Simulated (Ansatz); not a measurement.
The system is WC (Qusongite).

```
CELL_PARAMETERS angstrom
2.90650 0.00000 0.00000
-1.45325 2.51710 0.00000
0.00000 0.00000 2.83660
ATOMIC_POSITIONS crystal
W 0.00000 0.00000 0.00000
C 0.66667 0.33333 0.50000
```

| Item | Value |
| --- | --- |
| Program | Ansatz 0.2.0 |
| Task | single point |
| Functional | PBEsol |
| Potentials or basis | Ansatz PAW |
| Cutoff | 420 eV (not typed: the program's choice for these potentials) |
| k mesh | 10 × 10 × 9 |
| Occupations | fermi-dirac, width 0.05 eV |
| Spin | no spin polarisation |

On this cell: pressure -3.5 GPa; largest force under 0.003 eV/Å; band gap on the k mesh none (metal or under the smearing width).

The same run follows on a disturbed copy (atoms moved at random, drawn with an rms of 0.05 Å):

```
W C
1.0
     2.90650    0.00000    0.00000
    -1.45325    2.51710    0.00000
     0.00000    0.00000    2.83660
W C
1 1
Direct
  0.00594 0.00668 0.01947
  0.68209 0.32485 0.51994
```

Task: What changes?

Result: The energy (extrapolated to zero smearing) moves by +16.0 meV/atom; pressure -2.8 GPa; largest force 1.026 eV/Å; band gap on the k mesh none (metal or under the smearing width).

Forces on the atoms (eV/Å):
```
W    0.822 -0.614  0.019
C   -0.822  0.614 -0.019
```

Stress tensor (GPa, compression positive):
```
-1.06 -2.04  0.03
-2.04 -4.15 -0.02
 0.03 -0.02 -3.30
```

Caveats: the PAW data sets come from PBE, with cores solved anew for the run's functional, which leaves a small shift of forces and pressure.
